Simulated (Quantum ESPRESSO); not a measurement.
**BN in Quantum ESPRESSO: the effect of functional**

The system is BN.

```xyz
4
Lattice="2.4982 0.0000 0.0000 -1.2491 2.1635 0.0000 0.0000 0.0000 6.6357" Properties=species:S:1:pos:R:3 pbc="T T T"
N     1.2491    0.7212    1.6589
N     0.0000    1.4424    4.9768
B     1.2491    0.7212    4.9768
B     0.0000    1.4424    1.6589
```

Alike in all runs:

- Program: Quantum ESPRESSO 7.5
- Task: dielectric tensor
- Cutoff: 612 eV
- Density cutoff: 4898 eV
- k mesh: 8 × 8 × 2, shifted
- Occupations: fermi-dirac, width 0.05 eV
- Spin: no spin polarisation

| functional | potentials or basis | pressure (GPa) | dielectric constant (mean) |
| --- | --- | --- | --- |
| LDA | GBRV 1.5 LDA | -2.1 | 4.14 |
| PBE | GBRV 1.5 PBE | ? | ? |
| PBEsol | GBRV 1.5 PBEsol | 2.5 | 4.11 |
| WC | GBRV 1.5 PBE | 2.2 | 4.12 |
| BLYP | GBRV 1.5 PBE | 8.8 | 4.00 |
| AM05 | GBRV 1.5 PBE | 2.8 | 4.10 |

**Question.** What does the run with functional PBE give?

**Answer.** Pressure 4.9 GPa; dielectric constant 4.05 mean.

Caveats: all runs use coarse meshes; this functional lacks dispersion, which binds the layers, so the pressure and a relaxed spacing across them are unreliable (some runs); the potentials were made for another functional, which shifts forces and pressure (some runs); the cell is more than 3 GPa from zero pressure, which shifts response properties (some runs).
